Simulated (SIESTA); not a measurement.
CoO in SIESTA: the effect of starting spin order

CoO:

```xyz
2
Lattice="1.5055 0.8692 2.4399 -1.5055 0.8692 2.4399 0.0000 -1.7384 2.4399" Properties=species:S:1:pos:R:3 pbc="T T T"
Co    0.0000    0.0000    0.0000
O     0.0000    0.0000    3.6599
```

The cell is a database's computed one.

Alike in all runs:

| Item | Value |
| --- | --- |
| Program | SIESTA 5.4.2 |
| Task | single point |
| Functional | PBEsol |
| Potentials or basis | PseudoDojo 0.4 standard (PBEsol files) |
| Basis | DZP (energy shift 0.003 Ry; two zetas on semicore shells) |
| Grid cutoff | 800 Ry |
| Energy shift | 0.003 Ry |
| k mesh | 11 × 11 × 11 |
| Occupations | fermi-dirac, width 0.05 eV |

One run gave: energy over the lowest run 270.2 meV/atom; final net moment 0.00 μB; final largest site moment 0.00 μB. Which starting spin order did it use?
A. nm
B. fm
C. fm_larger
D. afm

A.

```tsv
starting spin order	spin	starting moments	energy over the lowest run (meV/atom)	final net moment (μB)	final largest site moment (μB)
nm	collinear spin, zero start	[0.0, 0.0] μB	270.2	0.00	0.00
fm	collinear spin, ferromagnetic start	[2.0, 0.0] μB	0.0	2.96	2.59
fm_larger	collinear spin, fm_larger start	[3.5, 0.0] μB	0.0	2.96	2.59
afm	collinear spin, ferromagnetic start	[2.0, 0.0] μB	0.0	2.96	2.59
```

Caveats: a cell with one magnetic atom can't hold antiferromagnetic order, which such compounds often take (some runs).
